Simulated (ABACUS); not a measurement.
A run of ABACUS 3.10.1 is set up as follows.

The input INPUT:

```
INPUT_PARAMETERS
suffix              GaN
calculation         scf
basis_type          pw
pseudo_dir          ./
latname             fcc
symmetry            1
dft_functional      pbe
ecutwfc             92
pseudo_rcut         10
nspin               1
nbands              19
ks_solver           dav
smearing_method     fd
smearing_sigma      0.00367493
scf_thr             1e-08
scf_nmax            100
mixing_type         broyden
mixing_beta         0.7
cal_force           1
cal_stress          1
out_chg             1
out_pot             2
out_elf             1
```

Contents of STRU:

```
ATOMIC_SPECIES
Ga 69.7230 Ga.upf
N 14.0070 N.upf

LATTICE_CONSTANT
8.5169979397

ATOMIC_POSITIONS
Direct

Ga
0.0
1
0.0000000000 0.0000000000 0.0000000000 1 1 1

N
0.0
1
0.7500000000 0.7500000000 0.7500000000 1 1 1
```

KPT

```
K_POINTS
0
Gamma
8 8 8 0 0 0
```

Potentials or basis: Ansatz NC PBE, plane waves.

Command:

```console
$ OMP_NUM_THREADS=1 mpirun -np 4 abacus > log
```

Task: Estimate the pressure.

Result: 5.3 GPa.

Task: Predict the band gap on the k mesh.

Result: 1.74 eV, direct.

**What was measured.**

A printed reference work, textbook reports, for a bulk crystal of GaN at 0 K: band gap 3.299 eV (direct).

Measured gap of GaN: 3.299 eV (direct; 0 K; a printed reference work, textbook). This calculation gives 1.74 eV (-1.56 eV). Spin-orbit coupling on Ga is left out. The value is that of PBE, without temperature or zero-point motion. Semilocal functionals fall short of measured gaps as a rule. The cell is a database's relaxed one, not the measured one, which moves gaps too.
